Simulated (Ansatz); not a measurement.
MoS2 (P-6m2) from a database structure, relaxed with r2SCAN+rVV10, was run in the PAW code Ansatz under altered settings. All numbers are computed, without spin polarisation but where a row says otherwise.

```xyz
3
Lattice="3.1711 0.0000 0.0000 -1.5855 2.7462 0.0000 0.0000 0.0000 6.8097" Properties=species:S:1:pos:R:3 pbc="T T T"
Mo    0.0000    0.0000    0.0000
S     0.0000    1.8308    1.5565
S     0.0000    1.8308    5.2532
```

The base run's other keys:
```yaml
kpoints:
  mp_grid: { grid: [6, 6, 2] }
hamiltonian:
  xc: hse06
scf:
  occupations: { method: fixed }
  n_extra_bands: 4
```

It takes 16 iterations with 1175 plane waves at 420 eV and 14 k points, and leaves a mean stress of -2.21 GPa. The gap over this mesh is 1.764 eV. It ran on 4 threads of Arm Neoverse N1, with other jobs on the host.

Outcomes, with energy and stress as changes against the base:
```
                                     setting            outcome  ΔF (meV/atom)  Δ mean stress (GPa)  gap on the mesh (eV)  iterations  wall time
   PBE hybrid, exx coeff 0.35, omega 0.1 1/Å          converged              –                 -2.0                 2.382          22       18 s
PBE hybrid, exx coeff 0.35, omega 0.2078 1/Å          converged              –                 -1.7                 1.971          22       18 s
       PBE hybrid, exx coeff 0.1, unscreened          converged              –                 +2.6                 1.727          14       14 s
                          basis.ecutwfc: 250  converged, warned           +246                 +0.3                 1.733          16      8.5 s
```
A dash marks a value that wasn't obtained or can't be compared. Stress is positive in compression. The base took 16 s. The base's mesh is coarse for a hybrid, so its own values aren't converged.

- PBE hybrid, exx coeff 0.35, omega 0.1 1/Å. That is 35 % exact exchange, screened with ω = 0.1 1/Å, against HSE06's 25 % screened at 0.208 1/Å. The mean stress moves by -2.0 GPa and the gap on the mesh by +0.619 eV (to 2.382). Totals of different functionals aren't comparable. The program warns that on this mesh the truncation of the exchange isn't bounded, so part of the change can be an error of the mesh.
- PBE hybrid, exx coeff 0.35, omega 0.2078 1/Å. That is 35 % exact exchange, screened with ω = 0.2078 1/Å, against HSE06's 25 % screened at 0.208 1/Å. The mean stress moves by -1.7 GPa and the gap on the mesh by +0.208 eV (to 1.971). Totals of different functionals aren't comparable.
- PBE hybrid, exx coeff 0.1, unscreened. That is 10 % exact exchange, at all ranges, against HSE06's 25 % screened at 0.208 1/Å. The mean stress moves by +2.6 GPa and the gap on the mesh by -0.036 eV (to 1.727). Totals of different functionals aren't comparable.
- basis.ecutwfc: 250. 503 plane waves in place of 1175. The free energy moves by +246 meV an atom, the mean stress by +0.3 GPa and the gap on the mesh by -0.031 eV (to 1.733). The basis is too small: these are errors of the cutoff. Warned: cutoff below recommended.

The runs are scalar-relativistic, without spin-orbit coupling.

The stress of a hybrid is loosely converged in these runs.

The meshes of the hybrids are coarse, so their gaps aren't converged to the digits shown.
